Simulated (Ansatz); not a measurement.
# SiO2: changing the functional

Space group Imma (No. 74). a = 5.247 Å, b = 9.554 Å, c = 8.883 Å, α = 90.00°, β = 90.00°, γ = 90.00°
```json
{"atom": "Si", "site": "8h", "symmetry": "m..", "x": "0.5000", "y": "0.9154", "z": "0.3449"}
{"atom": "O", "site": "4a", "symmetry": "2/m..", "x": "0.5000", "y": "0.0000", "z": "0.5000"}
{"atom": "O", "site": "8g", "symmetry": ".2.", "x": "0.2500", "y": "0.0432", "z": "0.7500"}
{"atom": "O", "site": "4e", "symmetry": "mm2", "x": "0.5000", "y": "0.2500", "z": "0.6193"}
```

The cell comes from a database or a generator and needn't be the stable form of this composition.

Kept alike: task band structure; k mesh 6 × 6 × 6; occupations fermi-dirac, width 0.05 eV; no spin polarisation. Program: Ansatz, Ansatz PAW. Cutoffs run from 420 to 500 eV. The mesh is that of the run's cell of 12 atoms. No spin-orbit coupling.

| functional | band gap (eV) | pressure (GPa) |
| --- | --- | --- |
| LDA | 5.418 | -1.21 |
| PBEsol | 5.566 | 1.68 |
| r2SCAN | 6.185 | 0.08 |

Pressure is positive in compression, with a Pulay correction for the finite cutoff. Gaps are the smaller of the mesh's and the band path's. All rows use potentials made for PBE.

Task: What does the functional change here?

Result: The band gap runs from 5.418 (LDA) to 6.185 eV (r2SCAN). The pressure runs from -1.21 (LDA) to 1.68 GPa (PBEsol).
